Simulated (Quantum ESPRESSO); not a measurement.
Write the native input for Quantum ESPRESSO 7.5 that does the following.

- Task: relaxation of cell and atoms
- Functional: PBE
- Potentials or basis: SSSP 1.3 efficiency PBE
- Cutoff: 939 eV
- Density cutoff: 6884 eV
- k mesh: 7 × 7 × 7
- Occupations: fermi-dirac, width 0.05 eV
- Spin: no spin polarisation
- Target pressure: 2 GPa
- Mixing beta: 0.5
- Most SCF iterations: 120
- SCF threshold: 4e-10 Ry
- Most ionic steps: 40
- Forc conv thr: 0.0004 Ry/bohr
- Etot conv thr: 1e-05 Ry
- Ion dynamics: bfgs
- Cell dynamics: bfgs
- Press conv thr: 0.3 kbar

Crystal: HgTe (Coloradoite).

```xyz
2
Lattice="0.0000 3.2145 3.2145 3.2145 0.0000 3.2145 3.2145 3.2145 0.0000" Properties=species:S:1:pos:R:3 pbc="T T T"
Hg    0.0000    0.0000    0.0000
Te    4.8217    4.8217    4.8217
```

These files were run (other wordings do the same):

pw.in

```
&CONTROL
  calculation = 'vc-relax'
  prefix = 'pwscf'
  outdir = './tmp'
  pseudo_dir = './pseudo'
  tprnfor = .true.
  tstress = .true.
  disk_io = 'low'
  nstep = 40
  forc_conv_thr = 0.0004
  etot_conv_thr = 1d-05
/
&SYSTEM
  ibrav = 0
  nat = 2
  ntyp = 2
  ecutwfc = 69
  ecutrho = 506
  nbnd = 20
  occupations = 'smearing'
  smearing = 'fd'
  degauss = 0.00367493
/
&ELECTRONS
  conv_thr = 4d-10
  electron_maxstep = 120
  mixing_beta = 0.5
/
&IONS
  ion_dynamics = 'bfgs'
/
&CELL
  cell_dynamics = 'bfgs'
  press = 20
  press_conv_thr = 0.3
/
ATOMIC_SPECIES
Hg   200.5920 Hg_ONCV_PBE-1.0.oncvpsp.upf
Te   127.6000 Te_pbe_v1.uspp.F.UPF
CELL_PARAMETERS bohr
   0.0000000000    6.0745246276    6.0745246276
   6.0745246276    0.0000000000    6.0745246276
   6.0745246276    6.0745246276    0.0000000000
ATOMIC_POSITIONS bohr
Hg     0.0000000000    0.0000000000    0.0000000000
Te     9.1117869414    9.1117869414    9.1117869414
K_POINTS automatic
7 7 7 0 0 0
```

Potentials or basis: SSSP 1.3 efficiency PBE.

The run is started by

```console
$ OMP_NUM_THREADS=1 pw.x -in pw.in > pw.out
```

Results of the run:

* Relaxed volume: 35.03 Å³/atom
* Relaxed cell: a = 4.627 Å, b = 4.627 Å, c = 4.627 Å, α = 60.00°, β = 60.00°, γ = 60.00°
* Space group after relaxing (to 0.05 Å): F-43m (No. 216)
* Energy change on relaxing (the enthalpy is what falls): -37.4 meV/atom
* Ionic steps: 5
* Pressure after relaxing: 2.0 GPa
* Band gap on the k mesh: none (metal or under the smearing width)

It took 3.6 min on 1 thread of Arm Neoverse V1 (shared host), peak memory 0.31 GiB.
